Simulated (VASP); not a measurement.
# I (Im-3m) in VASP: notebook

Aim: see how the results for I move with the level of theory and the settings. Levels: r2SCAN, TB-mBJ, PW91, revTPSS. Tasks: equation of state, density of states, single point, band structure.

Program: VASP 6.6.1. These are calculated values, not measurements. Logs are shortened: lines on timing, memory, paths and dates and some standing lists are left out, and cuts for length are marked.

**1. The structure**

Symmetry: Im-3m, No. 229, cubic system. Conventional cell: a = 4.179 Å, b = 4.179 Å, c = 4.179 Å, α = 90.00°, β = 90.00°, γ = 90.00°. Around I (site symmetry m-3m) lie 8 I at 3.62 Å.

The real solid is made of molecules; this cell is a model form.

**2. Equation of state, r2SCAN**

Potentials or basis: VASP PAW PBE potentials, release 64 (I).

No new run: the results of the series are fitted here.

What came out:

* Equilibrium volume: 36.21 Å³/atom
* Bulk modulus: 25 GPa
* Pressure derivative of the bulk modulus: 5.3

Energy against volume, from the lowest point:
| volume (Å³/atom) | energy (meV/atom) |
| --- | --- |
| 34.296 | 8.71 |
| 35.025 | 3.08 |
| 35.755 | 0.29 |
| 36.485 | 0.00 |
| 37.214 | 1.91 |
| 37.944 | 5.76 |
| 38.674 | 11.31 |

Caveat: the PAW data sets were made with another functional, which shifts forces and pressure a little.

**3. Density of states, r2SCAN, collinear spin, ferromagnetic start**

Input file run.py:

```python
from ase.calculators.vasp import Vasp
from ase.dft.dos import DOS
from ase.spacegroup import crystal

atoms = crystal(
    ['I'],
    basis=[[0.0, 0.0, 0.0]],
    spacegroup=229,
    setting=1,
    cellpar=[4.17875088, 4.17875088, 4.17875088, 90.0, 90.0, 90.0],
    primitive_cell=True,
)
atoms.set_initial_magnetic_moments([0.5])
calc = Vasp(
    directory='calc',
    xc='r2scan',
    pp='PBE',
    setups='gw',
    prec='Accurate',
    encut=600,
    ediff=1e-06,
    ismear=-1,
    sigma=0.02,
    lreal=False,
    lasph=True,
    nelm=60,
    algo='Normal',
    isif=2,
    lwave=False,
    lcharg=False,
    ispin=2,
    lorbit=11,
    lmixtau=True,
    kpts=[9, 9, 9],
    gamma=True,
)
atoms.calc = calc

print('energy (eV):', atoms.get_potential_energy())
print('free energy (eV):', atoms.get_potential_energy(force_consistent=True))
print('forces (eV/A):')
print(atoms.get_forces())
print('stress (eV/A^3, Voigt):', atoms.get_stress())
print('Fermi level (eV):', calc.get_fermi_level())
print('moment (muB):', atoms.get_magnetic_moment())
print('site moments (muB):', atoms.get_magnetic_moments())
dos = DOS(calc, width=0.1, window=(-10, 10), npts=201)
print('E - E_F (eV), DOS (1/eV)')
for e, g in zip(dos.get_energies(), dos.get_dos()):
    print(f'{e:8.3f} {g:10.4f}')
```

Potentials or basis: VASP PAW PBE potentials, release 64 (I_GW).

Launch:

```sh
$ python run.py
```

The log of the run:

```text
energy (eV): -24.05562322
free energy (eV): -24.05638098
forces (eV/A):
[[ 0. -0.  0.]]
stress (eV/A^3, Voigt): [-0.00107224 -0.00107224 -0.00107224 -0.          0.         -0.        ]
Fermi level (eV): 3.87513454
moment (muB): 0.6316692
site moments (muB): [0.501]
E - E_F (eV), DOS (1/eV)
 -10.000     0.0000
  -9.900     0.0000
  -9.800     0.0000
  -9.700     0.0000
  -9.600     0.0000
  -9.500     0.0000
[... 193 lines left out ...]
   9.900     0.8586
  10.000     0.7865
```

OUTCAR:

```text
ENCUT = 600.000000
   EDIFF = 1.00e-06
   METAGGA = R2SCAN
   PREC = Accurate
   ISIF = 2
   ISMEAR = -1
   ISPIN = 2
   LORBIT = 11
   NELM = 60
   LASPH = .TRUE.
   LREAL = .FALSE.

[... 750 lines left out ...]

--------------------------------------------------------------------------------------------------------

 total charge

# of ion       s       p       d       tot
------------------------------------------
    1        1.640   2.963   0.024   4.627

 magnetization (x)

# of ion       s       p       d       tot
------------------------------------------
    1        0.004   0.496   0.001   0.501

=======================================================================
```

INCAR:

```text
ENCUT = 600.000000
SIGMA = 0.020000
EDIFF = 1.00e-06
ALGO = Normal
METAGGA = R2SCAN
PREC = Accurate
ISIF = 2
ISMEAR = -1
ISPIN = 2
LORBIT = 11
NELM = 60
LASPH = .TRUE.
LCHARG = .FALSE.
LWAVE = .FALSE.
LMIXTAU = .TRUE.
LREAL = .FALSE.
MAGMOM = 1*0.5000
```

It took 60 s on 1 thread of AMD EPYC 9R45 (Zen 5), shared host; peak memory 0.17 GiB.

Results:

```yaml
Free_energy: -24.0564 eV
Pressure: 0.2 GPa
Band_gap_on_the_k_mesh: none (metal or under the smearing width)
Net_moment: 0.63 μB per cell
Site_moments: I +0.50 μB
Valence_electrons_inside_the_program's_atomic_spheres: I 4.63
```

States per cell in windows of 1 eV (zero at the Fermi level; states under -8 eV left out):
```tsv
from (eV)	up	down	I1_p_up	I1_p_down	I1_d_up	I1_d_down	I1_s_down	I1_s_up
-8.0	0.00	0.00	0.00	0.00	0.00	0.00	0.00	0.00
-7.0	0.00	0.00	0.00	0.00	0.00	0.00	0.00	0.00
-6.0	0.00	0.00	0.00	0.00	0.00	0.00	0.00	0.00
-5.0	0.27	0.05	0.14	0.02	0.00	0.00	0.00	0.00
-4.0	0.50	0.59	0.26	0.29	0.00	0.00	0.01	0.01
-3.0	0.52	0.37	0.30	0.20	0.00	0.00	0.01	0.01
-2.0	0.71	0.51	0.46	0.30	0.00	0.00	0.00	0.01
-1.0	0.73	0.60	0.53	0.39	0.00	0.00	0.00	0.00
0.0	0.21	0.78	0.16	0.56	0.00	0.00	0.00	0.00
1.0	0.00	0.04	0.00	0.03	0.00	0.00	0.00	0.00
2.0	0.00	0.00	0.00	0.00	0.00	0.00	0.00	0.00
3.0	0.00	0.00	0.00	0.00	0.00	0.00	0.00	0.00
4.0	0.00	0.00	0.00	0.00	0.00	0.00	0.00	0.00
5.0	0.08	0.05	0.00	0.00	0.01	0.01	0.00	0.00
6.0	0.26	0.09	0.01	0.00	0.05	0.02	0.00	0.01
7.0	0.48	0.57	0.02	0.03	0.09	0.10	0.02	0.02
```

Caveat: the PAW data sets were made with another functional, which shifts forces and pressure a little. Spin-orbit coupling is left out, which matters for the levels of I.

**4. Single point, TB-mBJ**

Input file POSCAR:

```
I
3.6189
   -0.577350974688      0.577350974688      0.577350974688
    0.577350974688     -0.577350974688      0.577350974688
    0.577350974688      0.577350974688     -0.577350974688
I
1
Direct
    0.0000000000      0.0000000000      0.0000000000
```

Input file INCAR.step1:

```
SYSTEM = I
ALGO     = Normal         ! electronic algorithm
EDIFF    = 1E-5           ! SCF threshold, eV
ENCUT    = 520            ! plane-wave cutoff, eV
GGA      = PE             ! functional
ISIF     = 2              ! what is computed and relaxed
ISMEAR   = -1             ! smearing method
LASPH    = .True.         ! aspherical terms in the spheres
LCHARG   = .False.        ! write CHGCAR
LREAL    = .False.        ! projectors in reciprocal space
LWAVE    = .True.         ! write WAVECAR
NBANDS   = 10             ! bands
NELM     = 60             ! most SCF steps
PREC     = Accurate       ! precision mode
SIGMA    = 0.05           ! smearing width, eV
```

Input file INCAR.step2:

```
SYSTEM = I
ALGO     = Normal         ! electronic algorithm
EDIFF    = 1E-6           ! SCF threshold, eV
ENCUT    = 520            ! plane-wave cutoff, eV
ISIF     = 2              ! what is computed and relaxed
ISMEAR   = -1             ! smearing method
ISTART   = 1            
LASPH    = .True.         ! aspherical terms in the spheres
LCHARG   = .False.        ! write CHGCAR
LREAL    = .False.        ! projectors in reciprocal space
LWAVE    = .False.        ! write WAVECAR
METAGGA  = MBJ            ! meta-GGA
NBANDS   = 10             ! bands
NELM     = 60             ! most SCF steps
PREC     = Accurate       ! precision mode
SIGMA    = 0.05           ! smearing width, eV
```

Input file KPOINTS:

```
k-points
0
Gamma
  9 9 9
  0 0 0
```

Potentials or basis: VASP PAW PBE potentials, release 54 (I).

Launch:

```sh
$ cat potpaw_PBE.54/I/POTCAR > POTCAR
$ cp INCAR.step1 INCAR
$ mpirun -np 1 vasp_std > vasp.out
$ cp INCAR.step2 INCAR
$ mpirun -np 1 vasp_std > vasp.out
```

Run time: 29 s. Hardware: 1 thread of AMD EPYC 9R45 (Zen 5), shared host; peak memory 0.13 GiB.

The run converged. Its results:

```
Band gap on the k mesh : none (metal or under the smearing width)
```

Levels at points of the mesh, in eV from the Fermi level:
| k point | band 2 | band 3 | band 4 | band 5 | band 6 | band 7 |
| --- | --- | --- | --- | --- | --- | --- |
| (0.00, 0.00, 0.00) | 0.76 | 0.76 | 0.76 | 7.63 | 9.73 | 9.73 |

Caveat: the PAW data sets were made with another functional, which shifts forces and pressure a little; an odd number of electrons without spin polarisation forces a metal; a magnetic or distorted state may lie lower.

**5. Equation of state, PW91 (cell strained at random at fixed volume)**

Input file run.py:

```python
from ase.calculators.vasp import Vasp
from ase.eos import EquationOfState
from ase.io import Trajectory
from ase.io import read
from ase.units import GPa

atoms = read('I.cif')
calc = Vasp(
    directory='calc',
    pp='PBE',
    setups='recommended',
    prec='Accurate',
    encut=520,
    ediff=1e-06,
    ismear=-1,
    sigma=0.02,
    lreal=False,
    lasph=True,
    nelm=80,
    algo='Fast',
    isif=2,
    lwave=False,
    lcharg=False,
    gga='91',
    kpts=[9, 9, 9],
    gamma=True,
)
atoms.calc = calc
cell = atoms.cell.copy()
volumes, energies = [], []
traj = Trajectory('eos.traj', 'w')
for x in [0.94, 0.96, 0.98, 1.0, 1.02, 1.04, 1.06]:
    atoms.set_cell(cell * x ** (1 / 3), scale_atoms=True)
    volumes.append(atoms.get_volume())
    energies.append(atoms.get_potential_energy())
    traj.write(atoms)
    print(f'{x:5.2f} {volumes[-1]:12.5f} {energies[-1]:14.6f}')

v0, e0, B = EquationOfState(volumes, energies, eos='sj').fit()
print(f'V0 = {v0:.4f} A^3, E0 = {e0:.6f} eV, B = {B / GPa:.2f} GPa')
```

Input file I.cif:

```cif
data_I
_cell_length_a 3.64830248
_cell_length_b 3.54571097
_cell_length_c 3.64279817
_cell_angle_alpha 109.12447296
_cell_angle_beta 109.24633227
_cell_angle_gamma 109.57029773
_space_group_name_H-M_alt 'P1'
_space_group_name_Hall 'P 1'
_space_group_IT_number 1
loop_
_space_group_symop_operation_xyz
'x,y,z'
loop_
_atom_site_label
_atom_site_type_symbol
_atom_site_symmetry_multiplicity
_atom_site_Wyckoff_symbol
_atom_site_fract_x
_atom_site_fract_y
_atom_site_fract_z
_atom_site_occupancy
I1 I 1 a -0.0029170000 0.0053540000 0.0020240000 1
```

Potentials or basis: VASP PAW PBE potentials, release 64 (I).

Launch:

```sh
$ python run.py
```

It took 4.5 min on 1 thread of AMD EPYC 9R45 (Zen 5), shared host; peak memory 0.21 GiB.

Results (log left out):

- Equilibrium volume: 35.93 Å³/atom
- Bulk modulus at fixed shape and positions: 24 GPa
- Pressure derivative of the bulk modulus: 5.5

Energy against volume, from the lowest point:
```tsv
volume (Å³/atom)	energy (meV/atom)
34.296	6.14
35.025	1.75
35.755	0.00
36.485	0.56
37.214	3.15
37.944	7.51
38.674	13.43
```

Caveat: the cell was scaled at fixed shape and fractional positions, which overstates the stiffness of a crystal with free parameters, most of all of layers and chains; the PAW data sets were made with another functional, which shifts forces and pressure a little.

**6. Band structure, revTPSS**

Input file INCAR:

```
  PREC = Accurate
  ENCUT = 520
  EDIFF = 1E-6
  ISMEAR = 0
  SIGMA = 0.1
  LREAL = F
  LASPH = T
  NELM = 80
  ALGO = Normal
  ISIF = 2
  LWAVE = F
  LCHARG = F
  METAGGA = RTPSS
  LMIXTAU = T
```

Input file I.cif:

```cif
data_I
_cell_length_a 4.17875088
_cell_length_b 4.17875088
_cell_length_c 4.17875088
_cell_angle_alpha 90.00000000
_cell_angle_beta 90.00000000
_cell_angle_gamma 90.00000000
_space_group_name_H-M_alt 'Im-3m'
_space_group_name_Hall '-I 4 2 3'
_space_group_IT_number 229
loop_
_space_group_symop_operation_xyz
'x,y,z'
'-x,-y,-z'
'-y,x,z'
'y,-x,-z'
'-x,-y,z'
'x,y,-z'
'y,-x,z'
'-y,x,-z'
'x,-y,-z'
'-x,y,z'
'-y,-x,-z'
'y,x,z'
'-x,y,-z'
'x,-y,z'
'y,x,-z'
'-y,-x,z'
'z,x,y'
'-z,-x,-y'
'z,-y,x'
'-z,y,-x'
'z,-x,-y'
'-z,x,y'
'z,y,-x'
'-z,-y,x'
'-z,x,-y'
'z,-x,y'
'-z,-y,-x'
'z,y,x'
'-z,-x,y'
'z,x,-y'
'-z,y,x'
'z,-y,-x'
'y,z,x'
'-y,-z,-x'
'x,z,-y'
'-x,-z,y'
'-y,z,-x'
'y,-z,x'
'-x,z,y'
'x,-z,-y'
'-y,-z,x'
'y,z,-x'
'-x,-z,-y'
'x,z,y'
'y,-z,-x'
'-y,z,x'
'x,-z,y'
'-x,z,-y'
'x+1/2,y+1/2,z+1/2'
'-x+1/2,-y+1/2,-z+1/2'
'-y+1/2,x+1/2,z+1/2'
'y+1/2,-x+1/2,-z+1/2'
'-x+1/2,-y+1/2,z+1/2'
'x+1/2,y+1/2,-z+1/2'
'y+1/2,-x+1/2,z+1/2'
'-y+1/2,x+1/2,-z+1/2'
'x+1/2,-y+1/2,-z+1/2'
'-x+1/2,y+1/2,z+1/2'
'-y+1/2,-x+1/2,-z+1/2'
'y+1/2,x+1/2,z+1/2'
'-x+1/2,y+1/2,-z+1/2'
'x+1/2,-y+1/2,z+1/2'
'y+1/2,x+1/2,-z+1/2'
'-y+1/2,-x+1/2,z+1/2'
'z+1/2,x+1/2,y+1/2'
'-z+1/2,-x+1/2,-y+1/2'
'z+1/2,-y+1/2,x+1/2'
'-z+1/2,y+1/2,-x+1/2'
'z+1/2,-x+1/2,-y+1/2'
'-z+1/2,x+1/2,y+1/2'
'z+1/2,y+1/2,-x+1/2'
'-z+1/2,-y+1/2,x+1/2'
'-z+1/2,x+1/2,-y+1/2'
'z+1/2,-x+1/2,y+1/2'
'-z+1/2,-y+1/2,-x+1/2'
'z+1/2,y+1/2,x+1/2'
'-z+1/2,-x+1/2,y+1/2'
'z+1/2,x+1/2,-y+1/2'
'-z+1/2,y+1/2,x+1/2'
'z+1/2,-y+1/2,-x+1/2'
'y+1/2,z+1/2,x+1/2'
'-y+1/2,-z+1/2,-x+1/2'
'x+1/2,z+1/2,-y+1/2'
'-x+1/2,-z+1/2,y+1/2'
'-y+1/2,z+1/2,-x+1/2'
'y+1/2,-z+1/2,x+1/2'
'-x+1/2,z+1/2,y+1/2'
'x+1/2,-z+1/2,-y+1/2'
'-y+1/2,-z+1/2,x+1/2'
'y+1/2,z+1/2,-x+1/2'
'-x+1/2,-z+1/2,-y+1/2'
'x+1/2,z+1/2,y+1/2'
'y+1/2,-z+1/2,-x+1/2'
'-y+1/2,z+1/2,x+1/2'
'x+1/2,-z+1/2,y+1/2'
'-x+1/2,z+1/2,-y+1/2'
loop_
_atom_site_label
_atom_site_type_symbol
_atom_site_symmetry_multiplicity
_atom_site_Wyckoff_symbol
_atom_site_fract_x
_atom_site_fract_y
_atom_site_fract_z
_atom_site_occupancy
I1 I 2 a 0.0000000000 0.0000000000 0.0000000000 1
```

Input file KPOINTS:

```
regular mesh
0
Gamma
  7 7 7
```

Input file POSCAR:

```
I 
 1.0000000000000000
     4.1787508799999999    0.0000000000000000    0.0000000000000000
     0.0000000000000000    4.1787508799999999    0.0000000000000000
     0.0000000000000000    0.0000000000000000    4.1787508799999999
 I  
   2
Cartesian
  0.0000000000000000  0.0000000000000000  0.0000000000000000
  2.0893754400000000  2.0893754400000000  2.0893754400000000
```

Input file KPOINTS_OPT:

```
path GXMGRX,MR
15
line-mode
reciprocal
 0.0000000000  0.0000000000  0.0000000000  G
 0.0000000000  0.5000000000  0.0000000000  X

 0.0000000000  0.5000000000  0.0000000000  X
 0.5000000000  0.5000000000  0.0000000000  M

 0.5000000000  0.5000000000  0.0000000000  M
 0.0000000000  0.0000000000  0.0000000000  G

 0.0000000000  0.0000000000  0.0000000000  G
 0.5000000000  0.5000000000  0.5000000000  R

 0.5000000000  0.5000000000  0.5000000000  R
 0.0000000000  0.5000000000  0.0000000000  X

 0.5000000000  0.5000000000  0.0000000000  M
 0.5000000000  0.5000000000  0.5000000000  R
```

Potentials or basis: VASP PAW PBE potentials, release 64 (I).

Launch:

```sh
$ ase convert -i cif -o vasp I.cif POSCAR
$ cat potpaw_PBE.64/I/POTCAR > POTCAR
$ mpirun -np 1 vasp_std > vasp.out
```

Run time: 88 s. Hardware: 1 thread of AMD EPYC 9R45 (Zen 5), shared host; peak memory 0.15 GiB.

Results (log left out):

```
Free energy             : 38.0443 eV
Pressure                : -1.4 GPa
Band gap along the path : none (metal or under the smearing width)
```

Levels at the corners of the path, in eV from the Fermi level:
```tsv
point	band 5	band 6	band 7	band 8	band 9	band 10
Γ	-2.58	0.77	0.77	0.77	4.55	4.55
X	-1.10	-1.10	-1.10	-1.10	6.57	6.57
X	-1.10	-1.10	-1.10	-1.10	6.57	6.57
M	-0.81	-0.81	0.45	0.45	5.87	5.87
M	-0.81	-0.81	0.45	0.45	5.87	5.87
Γ	-2.58	0.77	0.77	0.77	4.55	4.55
Γ	-2.58	0.77	0.77	0.77	4.55	4.55
R	-2.60	-2.60	-2.60	-2.60	10.78	10.78
R	-2.60	-2.60	-2.60	-2.60	10.78	10.78
X	-1.10	-1.10	-1.10	-1.10	6.57	6.57
M	-0.81	-0.81	0.45	0.45	5.87	5.87
R	-2.60	-2.60	-2.60	-2.60	10.78	10.78
```

Caveat: the PAW data sets were made with another functional, which shifts forces and pressure a little; spin-orbit coupling is left out, which moves the levels of the heavy elements.

**7. For comparison**

An earlier run on the cell as given: functional PBE; potentials or basis VASP PAW PBE potentials, release 64 (I); cutoff 520 eV; k mesh 9 × 9 × 9; occupations fermi-dirac, width 0.05 eV; no spin polarisation.

- Pressure: -0.2 GPa
- Band gap on the k mesh: none (metal or under the smearing width)

**8. The runs side by side**

| task | level | potentials or basis | spin | cell | k mesh | cutoff (eV) | smearing | gap on the mesh (eV) | pressure (GPa) | V0 of scaled cells (Å³/atom) | B0 (GPa) |
| --- | --- | --- | --- | --- | --- | --- | --- | --- | --- | --- | --- |
| equation of state | r2SCAN | VASP PAW PBE potentials, release 64 (I) | off | as given | 9 × 9 × 9 | 520 | fermi-dirac 0.05 eV | - | - | 36.21 | 25 |
| density of states | r2SCAN | VASP PAW PBE potentials, release 64 (I_GW) | collinear, ferromagnetic start | as given | 9 × 9 × 9 | 600 | fermi-dirac 0.02 eV | none | 0.2 | - | - |
| single point | TB-mBJ | VASP PAW PBE potentials, release 54 (I) | off | as given | 9 × 9 × 9 | 520 | fermi-dirac 0.05 eV | none | - | - | - |
| equation of state | PW91 | VASP PAW PBE potentials, release 64 (I) | off | cell strained at random at fixed volume | 9 × 9 × 9 | 520 | fermi-dirac 0.02 eV | - | - | 35.93 | 24 |
| band structure | revTPSS | VASP PAW PBE potentials, release 64 (I) | off | as given | 7 × 7 × 7 | 520 | gaussian 0.1 eV | - | -1.4 | - | - |
| single point | PBE | VASP PAW PBE potentials, release 64 (I) | off | as given | 9 × 9 × 9 | 520 | fermi-dirac 0.05 eV | none | -0.2 | - | - |

Caveats: the PAW data sets were made with another functional, which shifts forces and pressure a little (some runs); an odd number of electrons without spin polarisation forces a metal (some runs); a magnetic or distorted state may lie lower (some runs); the cell was scaled at fixed shape and fractional positions, which overstates the stiffness of a crystal with free parameters, most of all of layers and chains (some runs); spin-orbit coupling is left out, which moves the levels of the heavy elements (some runs).

Absolute energies hang on the potentials; compare differences alone.
